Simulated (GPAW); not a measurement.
**Pb in GPAW: convergence with k mesh**

Input of the first run (k mesh 3 × 3 × 3); the others differ in this setting and in those tied to it:

Contents of run.py:

```python
import numpy as np
import spglib
from ase import Atoms
from ase.io import read
from ase.units import Bohr, Ha
from gpaw import GPAW, PW
from gpaw.hybrids.energy import non_self_consistent_energy
from gpaw.xc.rpa import RPACorrelation

atoms = read('Pb.cif')
cell, positions, numbers = spglib.find_primitive(
    (atoms.cell[:], atoms.get_scaled_positions(), atoms.numbers), symprec=1e-4)
atoms = Atoms(numbers, cell=cell, scaled_positions=positions, pbc=True)

for x in [1.0]:
    ecuts = np.array([76.8, 96.0, 120])
    a = atoms.copy()
    a.set_cell(atoms.cell * x**(1 / 3), scale_atoms=True)
    calc = GPAW(mode=PW(500),
                xc='PBE',
                kpts={'size': (3, 3, 3), 'gamma': True},
                occupations={'name': 'fermi-dirac', 'width': 0.05},
                nbands=14,
                convergence={'density': 1e-06},
                maxiter=150,
                txt=f'gs-{x:.2f}.txt')
    a.calc = calc
    dft = a.get_potential_energy(force_consistent=True)
    calc.write(f'gs-{x:.2f}.gpw')
    exx = non_self_consistent_energy(calc, 'EXX').sum()
    calc.diagonalize_full_hamiltonian(nbands=int(a.get_volume() / Bohr**3 * (ecuts[-1] / Ha)**1.5 * 2**0.5 / 3 / np.pi**2 * 1.15) + 30)
    calc.write(f'full-{x:.2f}.gpw', mode='all')
    ec = RPACorrelation(f'full-{x:.2f}.gpw', ecut=ecuts, nfrequencies=16, skip_gamma=True, frequency_scale=2.5, txt=f'rpa-{x:.2f}.txt').calculate()
    slope, ec_inf = np.polyfit(ecuts**-1.5, ec, 1)
    print(f'V = {a.get_volume():.4f} A^3: DFT {dft:.5f}, EXX {exx:.5f}, correlation', *ec.round(5), f'extrapolated {ec_inf:.5f}, total {exx + ec_inf:.5f} eV', flush=True)
```

The input Pb.cif:

```cif
data_Pb
_cell_length_a 4.95004000
_cell_length_b 4.95004000
_cell_length_c 4.95004000
_cell_angle_alpha 90.00000000
_cell_angle_beta 90.00000000
_cell_angle_gamma 90.00000000
_space_group_name_H-M_alt 'Fm-3m'
_space_group_name_Hall '-F 4 2 3'
_space_group_IT_number 225
loop_
_space_group_symop_operation_xyz
'x,y,z'
'-x,-y,-z'
'-y,x,z'
'y,-x,-z'
'-x,-y,z'
'x,y,-z'
'y,-x,z'
'-y,x,-z'
'x,-y,-z'
'-x,y,z'
'-y,-x,-z'
'y,x,z'
'-x,y,-z'
'x,-y,z'
'y,x,-z'
'-y,-x,z'
'z,x,y'
'-z,-x,-y'
'z,-y,x'
'-z,y,-x'
'z,-x,-y'
'-z,x,y'
'z,y,-x'
'-z,-y,x'
'-z,x,-y'
'z,-x,y'
'-z,-y,-x'
'z,y,x'
'-z,-x,y'
'z,x,-y'
'-z,y,x'
'z,-y,-x'
'y,z,x'
'-y,-z,-x'
'x,z,-y'
'-x,-z,y'
'-y,z,-x'
'y,-z,x'
'-x,z,y'
'x,-z,-y'
'-y,-z,x'
'y,z,-x'
'-x,-z,-y'
'x,z,y'
'y,-z,-x'
'-y,z,x'
'x,-z,y'
'-x,z,-y'
'x,y+1/2,z+1/2'
'-x,-y+1/2,-z+1/2'
'-y,x+1/2,z+1/2'
'y,-x+1/2,-z+1/2'
'-x,-y+1/2,z+1/2'
'x,y+1/2,-z+1/2'
'y,-x+1/2,z+1/2'
'-y,x+1/2,-z+1/2'
'x,-y+1/2,-z+1/2'
'-x,y+1/2,z+1/2'
'-y,-x+1/2,-z+1/2'
'y,x+1/2,z+1/2'
[... 40 lines left out ...]
'-x+1/2,-y,z+1/2'
'x+1/2,y,-z+1/2'
'y+1/2,-x,z+1/2'
'-y+1/2,x,-z+1/2'
'x+1/2,-y,-z+1/2'
'-x+1/2,y,z+1/2'
'-y+1/2,-x,-z+1/2'
'y+1/2,x,z+1/2'
'-x+1/2,y,-z+1/2'
'x+1/2,-y,z+1/2'
'y+1/2,x,-z+1/2'
'-y+1/2,-x,z+1/2'
'z+1/2,x,y+1/2'
'-z+1/2,-x,-y+1/2'
'z+1/2,-y,x+1/2'
'-z+1/2,y,-x+1/2'
'z+1/2,-x,-y+1/2'
'-z+1/2,x,y+1/2'
'z+1/2,y,-x+1/2'
'-z+1/2,-y,x+1/2'
'-z+1/2,x,-y+1/2'
'z+1/2,-x,y+1/2'
'-z+1/2,-y,-x+1/2'
'z+1/2,y,x+1/2'
'-z+1/2,-x,y+1/2'
'z+1/2,x,-y+1/2'
'-z+1/2,y,x+1/2'
'z+1/2,-y,-x+1/2'
'y+1/2,z,x+1/2'
'-y+1/2,-z,-x+1/2'
'x+1/2,z,-y+1/2'
'-x+1/2,-z,y+1/2'
'-y+1/2,z,-x+1/2'
'y+1/2,-z,x+1/2'
'-x+1/2,z,y+1/2'
'x+1/2,-z,-y+1/2'
'-y+1/2,-z,x+1/2'
'y+1/2,z,-x+1/2'
'-x+1/2,-z,-y+1/2'
'x+1/2,z,y+1/2'
'y+1/2,-z,-x+1/2'
'-y+1/2,z,x+1/2'
'x+1/2,-z,y+1/2'
'-x+1/2,z,-y+1/2'
'x+1/2,y+1/2,z'
'-x+1/2,-y+1/2,-z'
'-y+1/2,x+1/2,z'
'y+1/2,-x+1/2,-z'
'-x+1/2,-y+1/2,z'
'x+1/2,y+1/2,-z'
'y+1/2,-x+1/2,z'
'-y+1/2,x+1/2,-z'
'x+1/2,-y+1/2,-z'
'-x+1/2,y+1/2,z'
'-y+1/2,-x+1/2,-z'
'y+1/2,x+1/2,z'
'-x+1/2,y+1/2,-z'
'x+1/2,-y+1/2,z'
'y+1/2,x+1/2,-z'
'-y+1/2,-x+1/2,z'
'z+1/2,x+1/2,y'
'-z+1/2,-x+1/2,-y'
'z+1/2,-y+1/2,x'
'-z+1/2,y+1/2,-x'
'z+1/2,-x+1/2,-y'
'-z+1/2,x+1/2,y'
'z+1/2,y+1/2,-x'
'-z+1/2,-y+1/2,x'
'-z+1/2,x+1/2,-y'
'z+1/2,-x+1/2,y'
'-z+1/2,-y+1/2,-x'
'z+1/2,y+1/2,x'
'-z+1/2,-x+1/2,y'
'z+1/2,x+1/2,-y'
'-z+1/2,y+1/2,x'
'z+1/2,-y+1/2,-x'
'y+1/2,z+1/2,x'
'-y+1/2,-z+1/2,-x'
'x+1/2,z+1/2,-y'
'-x+1/2,-z+1/2,y'
'-y+1/2,z+1/2,-x'
'y+1/2,-z+1/2,x'
'-x+1/2,z+1/2,y'
'x+1/2,-z+1/2,-y'
'-y+1/2,-z+1/2,x'
'y+1/2,z+1/2,-x'
'-x+1/2,-z+1/2,-y'
'x+1/2,z+1/2,y'
'y+1/2,-z+1/2,-x'
'-y+1/2,z+1/2,x'
'x+1/2,-z+1/2,y'
'-x+1/2,z+1/2,-y'
loop_
_atom_site_label
_atom_site_type_symbol
_atom_site_symmetry_multiplicity
_atom_site_Wyckoff_symbol
_atom_site_fract_x
_atom_site_fract_y
_atom_site_fract_z
_atom_site_occupancy
Pb1 Pb 4 a 0.0000000000 0.0000000000 0.0000000000 1
```

Potentials or basis: GPAW PAW data sets (gpaw-data 1.2.1), pw.

Launch:

```console
$ OMP_NUM_THREADS=1 python run.py
```

Hardware: 1 thread of Arm Neoverse V2 (shared host).

| k mesh | energy less the tightest run, at zero smearing (meV/atom) | CPU time (s) | peak memory (GiB) |
| --- | --- | --- | --- |
| 3 × 3 × 3 | 289.42 | 10 | 0.21 |
| 4 × 4 × 4 | 179.76 | 36 | 0.22 |
| 5 × 5 × 5 | 47.03 | 80 | 0.27 |
| 6 × 6 × 6 | 115.88 | 220 | 0.4 |
| 7 × 7 × 7 | 4.61 | 430 | 0.51 |
| 8 × 8 × 8 | 0.00 | 1000 | 0.77 |

Not settled before the last step: the energy (to 1 meV/atom). Meshes of other sizes hit other points, so gaps and Fermi surfaces needn't settle smoothly. The tightest run that finished is the yardstick and may itself not be fully converged.

Caveat, for the tightest run too: the response cutoff is short for absolute correlation energies; RPA of a metal hangs on this mesh. Spin-orbit coupling is left out, which matters for the levels of Pb.
